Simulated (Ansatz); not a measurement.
# Ni2Ge under pressure: fit and missing row

Ni2Ge, P6_3/mmc, a = 3.972 Å, c = 5.014 Å. The structure is a Materials Project entry; whether it is the stable form wasn't checked. Ansatz: PBEsol, PAW, 420 eV, Γ-centred 12×12×8 mesh on 6 atoms, Gaussian smearing 0.10 eV; no spin polarisation. Cell and atoms are relaxed at each pressure, and no other structure is tried, so the rows at high pressure may lie past a change of phase.

```
V (Å³/atom) P (GPa)
      9.447    59.98
     10.192    29.99
     10.711    14.98
     11.008     8.02
     11.254     3.02
     11.418     0.01
          ?    -2.99
```

Task: Take V0 = 11.418 Å³/atom, count pressures from its P0 = 0.01 GPa, fit the third-order Birch–Murnaghan form to the other rows, and predict the missing volume.

Result: With the Eulerian strain f = ½[(V0/V)^(2/3) − 1] and y = (P − P0)/[3f(1 + 2f)^(5/2)], the form is the line y = B0 + 1.5 B0 (B0′ − 4) f. Rows (f, y): 0.06733, 216.5; 0.03933, 210.3; 0.02177, 206.0; 0.01234, 203.6; 0.00485, 201.9. Means f = 0.02912, y = 207.66; Σ(Δf)² = 0.002489, ΣΔfΔy = 0.5849; the slope is their ratio. y = 200.8 + 235.0 f GPa, so B0 = 200.8 GPa and B0′ = 4 + 2 × (235.0)/(3 × 200.8) = 4.78. P = -2.99 GPa is met at f = -0.00514 (y = 199.59), so V = V0 (1 + 2f)^(−3/2) = 11.596 Å³/atom. The run gave 11.596 Å³/atom, the same to the digits shown.